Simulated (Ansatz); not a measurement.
Input for Ansatz (plane-wave DFT, PAW):

```yaml
crystal:
  lattice:
    - [4.4267821509, 0.0, 0.0]
    - [-2.2133910754, 3.8337057997, 0.0]
    - [0.0, 0.0, 7.2243774554]
  atoms:
    - { symbol: Cd, position: [0.3333333333, 0.6666666667, 0.0045810793] }
    - { symbol: Cd, position: [0.6666666667, 0.3333333333, 0.5045810793] }
    - { symbol: Se, position: [0.3333333333, 0.6666666667, 0.3804189207] }
    - { symbol: Se, position: [0.6666666667, 0.3333333333, 0.8804189207] }
basis:
  ecutwfc: 420
kpoints:
  mp_grid: { grid: [12, 12, 6] }
hamiltonian:
  xc: pbe
scf:
  occupations: { method: gaussian, width: 0.02 }
output:
  forces: true
  stress: true
  eigenvalues: true
  write_density: true
  write_potential: true
  elf: true
  volumetric_format: npy
relax:
  adjacent_minimum: "off"
  f_tol: 0.01
  max_steps: 30
  cell: { stress_tol: 0.1, fix: [volume] }
```

Launched with
```bash
ansatz run input.yaml --threads 1 --pin off --max-ram 2560MiB --backend cpu --events-out ev --progress --plain --runs-dir out
```

Theory: DFT PBE, scalar-relativistic, plane waves, PAW (Ansatz).

Part of what the program printed, abridged (iterations and final results):

```
SCF iter   1: F=—  HF=-27449.574661 eV  |F-HF|=—  |Δ(HF+E_count)|=         —  Δρ=1.11e-3  dr2=3.14e-3  ethr=1.77e-3  ⟨swp⟩=6.6  Hψ=12531  notcnv=0  defer=1
SCF iter   2: F=—  HF=-27449.575266 eV  |F-HF|=—  |Δ(HF+E_count)|=   6.06e-4  Δρ=5.84e-4  dr2=8.19e-4  ethr=4.36e-6  ⟨swp⟩=2.0  Hψ=5700  notcnv=0  defer=228
SCF iter   3: F=—  HF=-27449.575303 eV  |F-HF|=—  |Δ(HF+E_count)|=   3.65e-5  Δρ=1.97e-4  dr2=4.34e-5  ethr=1.14e-6  ⟨swp⟩=2.0  Hψ=5270  notcnv=0  defer=228
SCF iter   4: F=—  HF=-27449.575330 eV  |F-HF|=—  |Δ(HF+E_count)|=   2.73e-5  Δρ=1.05e-4  dr2=1.67e-5  ethr=6.03e-8  ⟨swp⟩=2.0  Hψ=5244  notcnv=0  defer=228
SCF iter   5: F=—  HF=-27449.575360 eV  |F-HF|=—  |Δ(HF+E_count)|=   2.97e-5  Δρ=4.69e-5  dr2=3.69e-6  ethr=2.32e-8  ⟨swp⟩=2.0  Hψ=4483  notcnv=0  defer=228
SCF iter   6: F=—  HF=-27449.575361 eV  |F-HF|=—  |Δ(HF+E_count)|=   8.30e-7  Δρ=1.06e-5  dr2=1.43e-7  ethr=5.12e-9  ⟨swp⟩=2.0  Hψ=4483  notcnv=0  defer=228
SCF iter   7: F=-27449.575361 eV  HF=-27449.575361 eV  |F-HF|=1.14e-8  |Δ(HF+E_count)|=   3.75e-7  Δρ=1.98e-6  dr2=6.21e-9  ethr=1.39e-10  ⟨swp⟩=12.2  Hψ=22337  notcnv=0
SCF 1 converged in 7 iterations: F = -27449.575361 eV  dr2 = 6.21e-9
relax step   1: F+E_penalty+E_count = -27449.57536125 eV  Δ(F+E_penalty+E_count) = +0.000e0 eV  max|allowed force component| = 1.117e-3 eV/Å  Δτ_max = 0.0000 Å  P = -1.232 GPa  Ω = 122.605 Å³  fix = [volume]  reactions: volume -1.232 GPa (7 SCF iters, dr2 threshold 1.00e-7 eV, accepted)
Initial density: handed on by an earlier stage of this run
Initial wavefunctions: pseudopotential atomic-orbital guess (no wavefunctions were taken with the density)
SCF iter   1: F=—  HF=-27449.575356 eV  |F-HF|=—  |Δ(HF+E_count)|=         —  Δρ=2.14e-6  dr2=6.84e-9  ethr=9.38e-8  ⟨swp⟩=3.0  Hψ=21187  notcnv=0
SCF iter   2: F=—  HF=-27449.575361 eV  |F-HF|=—  |Δ(HF+E_count)|=   4.77e-6  Δρ=1.22e-6  dr2=2.62e-9  ethr=9.50e-12  ⟨swp⟩=2.6  Hψ=6424  notcnv=0
SCF iter   3: F=—  HF=-27449.575361 eV  |F-HF|=—  |Δ(HF+E_count)|=   6.22e-9  Δρ=5.94e-7  dr2=8.26e-10  ethr=3.64e-12  ⟨swp⟩=2.0  Hψ=4170  notcnv=0
SCF iter   4: F=-27449.575361 eV  HF=-27449.575361 eV  |F-HF|=5.09e-11  |Δ(HF+E_count)|=   2.90e-9  Δρ=2.53e-7  dr2=5.05e-11  ethr=1.00e-12  ⟨swp⟩=4.0  Hψ=16388  notcnv=0
SCF 2 converged in 4 iterations: F = -27449.575361 eV  dr2 = 5.05e-11
SCF converged after 4 iterations
Free energy (F): -27449.575361 eV
Harris-Foulkes:  -27449.575361 eV  (|F-HF|=5.09e-11)
Internal energy: -27449.575361 eV  (E = F + TS)
E sigma→0 (E₀):  -27449.575361 eV
Fermi energy:    6.541149 eV
--- Per-component energies (eV) ---
  E_band       = -1851.434876
  E_kinetic    = 1244.366087
  E_local      = -13171.805219  (includes V_loc(G=0)·N_el)
  E_nonlocal   = -1124.069293
  E_hartree    = 6240.774658
  E_xc         = -560.345809
  E_vxc        = -637.464527  (∫ρ·V_xc dr)
  E_paw        = -11990.142516  (= ΣΔE_a)
  E_vpaw       = -644.010460  (= ΣTr[D̂ρ^β])
  E_aug_tail   = -0.001228  (compensation charges beyond the density's cutoff)
  E_ewald      = -8088.352040
  E_smearing   =  0.000000  (= −TS)
--- Forces (eV/Å), atoms counted from 1 ---
  atom   1  Cd     0.00000000     0.00000000    -0.00112238
  atom   2  Cd     0.00000000     0.00000000    -0.00112238
  atom   3  Se     0.00000000     0.00000000     0.00112292
  atom   4  Se     0.00000000     0.00000000     0.00112292
--- Stress (GPa, compression-positive) ---
       -1.234404       0.000000       0.000000
        0.000000      -1.234404       0.000000
        0.000000       0.000000      -1.227437
  P = ⅓ Tr σ = -1.2321 GPa (-12.321 kbar)
--- Band table (eV; the first three rows and the last of 76) ---
  k-point 0: bands = ["-95.1899", "-95.1899", "-56.2580", "-56.2580", "-56.2580", "-56.2580", "-56.2579", "-56.2578", "-40.1920", "-40.1920", "-40.1917", "-40.1917", "-40.1917", "-40.1917", "-40.1894", "-40.1894", "-40.1893", "-40.1893", "-5.8527", "-5.5463", "-1.3725", "-1.3680", "-1.3680", "-1.3151", "-1.3151", "-1.1111", "-1.1111", "-1.0632", "-1.0632", "-0.8486", "2.3992", "5.6528", "5.6528", "6.2626", "6.3014", "6.3014", "6.7804", "8.4115", "12.1557", "12.1557", "12.4198", "13.2224", "13.2224", "13.6672"]
  k-point 1: bands = ["-95.1899", "-95.1899", "-56.2580", "-56.2580", "-56.2580", "-56.2580", "-56.2579", "-56.2578", "-40.1920", "-40.1920", "-40.1917", "-40.1917", "-40.1917", "-40.1917", "-40.1894", "-40.1894", "-40.1893", "-40.1893", "-5.8321", "-5.5664", "-1.3653", "-1.3653", "-1.3558", "-1.3195", "-1.3195", "-1.1072", "-1.1072", "-1.0657", "-1.0657", "-0.9144", "2.5965", "5.5700", "5.6931", "5.6931", "6.2543", "6.2543", "7.4378", "8.4493", "12.1801", "12.1930", "12.1930", "13.0986", "13.0986", "13.3345"]
  k-point 2: bands = ["-95.1899", "-95.1899", "-56.2581", "-56.2581", "-56.2580", "-56.2580", "-56.2579", "-56.2578", "-40.1920", "-40.1920", "-40.1917", "-40.1917", "-40.1917", "-40.1917", "-40.1894", "-40.1894", "-40.1893", "-40.1893", "-5.7756", "-5.6220", "-1.3573", "-1.3573", "-1.3309", "-1.3309", "-1.3013", "-1.0970", "-1.0970", "-1.0731", "-1.0731", "-1.0591", "3.1214", "4.6891", "5.8052", "5.8052", "6.1287", "6.1287", "8.1401", "8.5270", "11.8715", "12.3151", "12.3151", "12.6247", "12.8201", "12.8201"]
  k-point 75: bands = ["-95.1899", "-95.1899", "-56.2581", "-56.2581", "-56.2581", "-56.2581", "-56.2579", "-56.2579", "-40.1920", "-40.1920", "-40.1917", "-40.1917", "-40.1917", "-40.1917", "-40.1893", "-40.1893", "-40.1893", "-40.1893", "-5.4732", "-5.4732", "-1.2523", "-1.2523", "-1.2457", "-1.2457", "-1.1054", "-1.1054", "-1.1018", "-1.1018", "-0.7525", "-0.7525", "2.5956", "2.5956", "4.2129", "4.2129", "5.3458", "5.3458", "9.9039", "9.9039", "12.1027", "12.1027", "12.3238", "12.3238", "14.7745", "14.7745"]
--- Relaxed structure (1 steps of the walk, 1 accepted, 1 SCFs on fresh bases) ---
  F+E_penalty+E_count = -27449.57536125 eV   max|allowed force component| = 1.123e-3 eV/Å   (the final SCF, on the basis selected at the relaxed cell)
  cell:  # Å, volume = 122.6048 Å³
    - [4.42678215, 0.0, 0.0]
    - [-2.21339107, 3.83370579, 0.0]
    - [0.0, 0.0, 7.2243774554]
  atoms:
    - { symbol: Cd, position: [0.33333333, 0.66666666, 0.00458107] }
    - { symbol: Cd, position: [0.66666666, 0.33333333, 0.50458107] }
    - { symbol: Se, position: [0.33333333, 0.66666666, 0.38041892] }
    - { symbol: Se, position: [0.66666666, 0.33333333, 0.88041892] }
```

The relaxation met its thresholds.

Time: 2.3 min on 1 thread of Intel(R) Xeon(R) Processor @ 2.50GHz (Skylake/Cascade Lake), with other jobs on the host, peak memory 0.59 GiB.